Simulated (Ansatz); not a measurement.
Runs of Ansatz 0.2.0 on MnO2. It takes space group P-3m1 (No. 164, trigonal). The conventional cell has a = 2.857 Å, b = 2.857 Å, c = 4.601 Å, α = 90.00°, β = 90.00°, γ = 120.00°. Mn (site symmetry -3m) has 6 O at 1.90 Å as nearest neighbours. Around O (site symmetry 3m) lie 3 Mn at 1.90 Å. Measurements of this composition are mostly on another form, of space group No. 136.

```csv
task,level,cutoff (eV),gap on the mesh (eV),pressure (GPa),moment (μB),V0 of scaled cells (Å³/atom),B0 (GPa),largest force (eV/Å)
equation of state,PBEsol,-,-,-,-,10.72,206,-
equation of state,LDA,-,-,-,-,10.39,226,-
band structure,LDA,417,(a),-8.6,3.00,-,-,0.53
band structure,PBEsol,418,(b),-2.1,3.00,-,-,(c)
```

Alike in all rows: potentials or basis all-electron LAPW, scalar-relativistic; spin collinear, ferromagnetic start; cell as given; k mesh 11 × 11 × 6; smearing fermi-dirac 0.05 eV; basis error allowed 0.002 eV/atom.

Q: Fill in the values left out.

A: (a) 0.45; (b) 0.75; (c) 0.16.

Caveats: the cell was scaled at fixed shape and fractional positions, which overstates the stiffness of a crystal with free parameters, most of all of layers and chains (some runs); a cell with one magnetic atom can't hold antiferromagnetic order, which such compounds often take (some runs).

A k mesh can miss the band edges.

Not every run made on this cell is shown here.
